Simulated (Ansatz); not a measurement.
ZnSnN2, ordered on the rocksalt lattice (R-3m) with 4 atoms a cell, relaxed with r2SCAN in Ansatz. The symmetry is R-3m (No. 166, trigonal); conventional cell a = 3.167 Å, c = 15.449 Å, 11.19 Å³ an atom. Zn has 6 N at 2.27 Å; Sn has 6 N at 2.21 Å; N has 3 Sn at 2.21 Å and 3 Zn at 2.27 Å.

The axes x, y and z are those of this cell:
```
CELL_PARAMETERS angstrom
1.58369 0.91434 5.14982
-1.58369 0.91434 5.14982
0.00000 -1.82868 5.14982
ATOMIC_POSITIONS crystal
Zn 0.00000 0.00000 0.00000
Sn 0.50000 0.50000 0.50000
N 0.24647 0.24647 0.24647
N 0.75353 0.75353 0.75353
```

Unstrained: PBE gives an indirect gap of 0.737 eV, from k = (-0.005, 0.195, -0.201) to Γ; the least direct gap is 0.851 eV at F. r2SCAN gives an indirect gap of 1.189 eV, from k = (-0.005, 0.195, -0.201) to Γ; the least direct gap is 1.325 eV at F. The HSE06 gap is indirect, 1.899 eV (k = (-0.005, 0.195, -0.201) to Γ), below the direct gap of 2.082 eV at F. Meshes: PBE 10×10×10, r2SCAN 10×10×10, HSE06 6×6×6. Strains are changes of length per length, and xy shears are angles. After each strain the atoms were relaxed again with r2SCAN within the symmetry that the strain leaves, so tilts or polar shifts that break it weren't tested; points keep the names that they have in the unstrained zone. All values are calculated for a non-magnetic cell, which may be hypothetical.

Question: For epitaxial +1.5 % in the xy plane, how far does the free direction move, and what happens to the gap?

Answer: The normal strain at zero normal stress is -0.69 %, 0.46 of the in-plane strain with the sign turned. PBE: the gap goes from 0.737 to 0.482 eV (-0.255 eV); the edges go from (-0.005, 0.195, -0.201) → Γ to (-0.193, 0.008, 0.201) → Γ. r2SCAN: the gap goes from 1.189 to 0.920 eV (-0.269 eV); the edges go from (-0.005, 0.195, -0.201) → Γ to (-0.193, 0.008, 0.201) → Γ. HSE06: the gap goes from 1.899 to 1.605 eV (-0.294 eV); the edges go from (-0.005, 0.195, -0.201) → Γ to (-0.193, 0.008, 0.201) → Γ.

Question: Apply isotropic +2.0 % on every length. How far does the gap move, against the unstrained cell?

Answer: PBE: the gap goes from 0.737 to 0.278 eV (-0.459 eV); the edges go from (-0.005, 0.195, -0.201) → Γ to (-0.013, 0.190, -0.203) → Γ. r2SCAN: the gap goes from 1.189 to 0.705 eV (-0.484 eV); the edges go from (-0.005, 0.195, -0.201) → Γ to (-0.013, 0.190, -0.203) → Γ. HSE06: the gap goes from 1.899 to 1.351 eV (-0.548 eV); the edges go from (-0.005, 0.195, -0.201) → Γ to (-0.013, 0.190, -0.203) → Γ. The r2SCAN energy rises by 22.2 meV an atom.

Question: Estimate what isotropic -2.0 % on every length does to the gap.

Answer: HSE06: the gap goes from 1.899 to 2.339 eV (+0.440 eV); the edges go from (-0.005, 0.195, -0.201) → Γ to (-0.036, 0.182, -0.219) → F.

Question: Estimate what xy shear, engineering strain (angle) +5.0 % does to the gap.

Answer: PBE: the gap goes from 0.737 to 0.553 eV (-0.184 eV); the F points, equivalent before, split by 111 meV, and the valence top lies at those like (0, 1/2, 1/2); the F points, equivalent before, split by 344 meV, and the conduction bottom lies at those like (1/2, 0, 1/2); the edges go from (-0.005, 0.195, -0.201) → Γ to F → F. r2SCAN: the gap goes from 1.189 to 1.045 eV (-0.144 eV); the F points, equivalent before, split by 104 meV, and the valence top lies at those like (0, 1/2, 1/2); the F points, equivalent before, split by 333 meV, and the conduction bottom lies at those like (1/2, 0, 1/2); the edges go from (-0.005, 0.195, -0.201) → Γ to F → F. The r2SCAN energy rises by 11.7 meV an atom.

Spin-orbit coupling is left out, which matters wherever the heavy atoms make up the band edges.

Where an edge lies off the special points, it is a point of the mesh or the k point where a search put PBE's edge or least direct gap, reused for the other functionals, whose own edges may lie a little apart.

Coordinates of k points refer to the reciprocal vectors of the primitive cell of the runs.
